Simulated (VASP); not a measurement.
Here is a VASP 6.6.1 calculation.

INCAR

```
SYSTEM = Pt
PREC = Accurate ; ENCUT = 520
EDIFF = 1E-7 ; ISMEAR = 0
SIGMA = 0.013000000000000001 ; LREAL = .False.
LASPH = .True. ; NELM = 100
ALGO = Normal ; ISIF = 2
LWAVE = .False. ; LCHARG = .False.
GGA = PE ; NBANDS = 11
```

The input KPOINTS:

```
regular mesh
0
Gamma
  12 12 12
  0 0 0
```

POSCAR

```
Pt
1.0
    0.0000000000      1.9609000000      1.9609000000
    1.9609000000      0.0000000000      1.9609000000
    1.9609000000      1.9609000000      0.0000000000
Pt
1
Direct
    0.0000000000      0.0000000000      0.0000000000
```

Potentials or basis: VASP PAW PBE potentials, release 64 (Pt).

The run is started by

```bash
$ cat potpaw_PBE.64/Pt/POTCAR > POTCAR
$ mpirun -np 1 vasp_std > vasp.out
```

(1) Estimate the band gap on the k mesh.

(2) Estimate the pressure.

Answers

(1) none (metal or under the smearing width).

(2) 9.7 GPa.
